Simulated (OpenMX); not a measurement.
The system is InAs.

```
In As
1.0
     0.00000    3.01800    3.01800
     3.01800    0.00000    3.01800
     3.01800    3.01800    0.00000
In As
1 1
Direct
  0.00000 0.00000 0.00000
  0.75000 0.75000 0.75000
```

Base run:

```yaml
Program: OpenMX 3.8.5
Functional: PBE
Potentials_or_basis: OpenMX 2013 PBE set, In7.0-s3p2d1, As7.0-s3p2d1, grid cutoff 500 Ry
k_mesh: 9 × 9 × 9
Occupations: fermi-dirac, width 0.05 eV
Spin: no spin polarisation
```

Its results: pressure 6.9 GPa.

Q: The run is repeated on the same cell with these changes: functional from PBE to LDA; potentials or basis from OpenMX 2013 PBE set, In7.0-s3p2d1, As7.0-s3p2d1, grid cutoff 500 Ry to OpenMX 2013 LDA set, In7.0-s3p2d2, As7.0-s3p2d2, grid cutoff 500 Ry. What comes out?

A: Pressure 2.1 GPa.

Caveats: the basis of atomic orbitals isn't converged, which shifts pressures, moduli and gaps.
